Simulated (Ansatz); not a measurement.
# Zn: the cost of one run

Computed with Ansatz 0.2.0 (DFT PBE, scalar-relativistic, plane waves, PAW, unless a step's input says otherwise).

## (1) Starting point

It takes space group C2/m (No. 12, monoclinic). Conventional cell: a = 4.536 Å, b = 2.617 Å, c = 7.472 Å, α = 90.00°, β = 102.30°, γ = 90.00°. Zn (site symmetry 2/m) is surrounded by 12 Zn at 2.62 to 2.89 Å. Zn (site symmetry m) is surrounded by 12 Zn at 2.62 to 2.89 Å.

Cell or atoms stand a little off a more symmetric structure (R-3m at a tolerance of 0.3 Å), so results at this geometry aren't those of that ideal crystal.

Coordinates:

```cif
data_structure
_symmetry_space_group_name_H-M 'P 1'
_symmetry_Int_Tables_number 1
_cell_length_a 2.6185
_cell_length_b 2.6185
_cell_length_c 7.4719
_cell_angle_alpha 100.633
_cell_angle_beta 100.633
_cell_angle_gamma 59.961
_cell_volume 43.33
loop_
_atom_site_label
_atom_site_type_symbol
_atom_site_fract_x
_atom_site_fract_y
_atom_site_fract_z
_atom_site_occupancy
Zn1 Zn 0.00000 0.00000 0.00000 1
Zn2 Zn 0.22198 0.22198 0.66550 1
Zn3 Zn 0.77802 0.77802 0.33450 1
```

The structure comes from the Materials Project (structure only).

## (2) Self-consistent density

input.yaml

```yaml
crystal:
  lattice:
    - [2.2681701736, -1.30848701, 0.0]
    - [2.2681701736, 1.30848701, 0.0]
    - [-1.5917165425, 0.0, 7.3004081919]
  atoms:
    - { symbol: Zn, position: [0.0, 0.0, 0.0] }
    - { symbol: Zn, position: [0.22198214, 0.22198214, 0.66549502] }
    - { symbol: Zn, position: [0.77801786, 0.77801786, 0.33450498] }
basis:
  ecutwfc: 420
  fft_grid_basis: typed
kpoints:
  mp_grid: { grid: [14, 14, 6] }
hamiltonian:
  xc: pbe
scf:
  occupations: { method: gaussian, width: 0.05 }
output:
  forces: true
  stress: true
  eigenvalues: true
  bader: true
  write_density: true
  volumetric_format: npy
  elf: true
```

Launch:

```
$ ansatz run input.yaml --threads 1 --pin off --max-ram 2560MiB --backend cpu --events-out ev --progress --plain --runs-dir out
```

**Question.** How long does this run take on 1 thread of Intel Xeon Platinum 8559C (Emerald Rapids), shared host, and how much memory does it need?

About 38 s, with a peak of 0.62 GiB.
